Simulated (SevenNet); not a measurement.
Rock-salt LiI, treated with the machine-learned potential SevenNet-0 (trained on PBE and PBE+U data).

Computed points:

```json
[
 {"V (Å³/atom)": "25.694", "E − E_lowest (meV/atom)": "6.63", "P (GPa)": "1.381"},
 {"V (Å³/atom)": "26.104", "E − E_lowest (meV/atom)": "3.60", "P (GPa)": "0.986"},
 {"V (Å³/atom)": "26.514", "E − E_lowest (meV/atom)": "1.55", "P (GPa)": "0.626"},
 {"V (Å³/atom)": "26.925", "E − E_lowest (meV/atom)": "0.38", "P (GPa)": "0.298"},
 {"V (Å³/atom)": "27.335", "E − E_lowest (meV/atom)": "0.00", "P (GPa)": "0.000"},
 {"V (Å³/atom)": "27.745", "E − E_lowest (meV/atom)": "0.35", "P (GPa)": "-0.270"},
 {"V (Å³/atom)": "28.155", "E − E_lowest (meV/atom)": "1.36", "P (GPa)": "-0.514"},
 {"V (Å³/atom)": "28.565", "E − E_lowest (meV/atom)": "2.96", "P (GPa)": "-0.735"},
 {"V (Å³/atom)": "28.975", "E − E_lowest (meV/atom)": "5.10", "P (GPa)": "-0.936"}
]
```

Estimate the bulk modulus and its pressure derivative from these points.

V0 = 27.335 Å³/atom, B0 = 18.9 GPa, B′ = 5.5 (fit to the energies at full precision).

Measured, for comparison: bulk modulus 24 GPa (0 K, extrapolated to 0 K; as tabulated in Doll and Stoll (1998), arXiv:cond-mat/9801031). Computed (rounded) less measured: bulk modulus -21 %.

A machine-learned potential is trained on density-functional data: it inherits that level's misses and adds fitting errors of its own.

Static lattice: no zero-point or thermal effects.
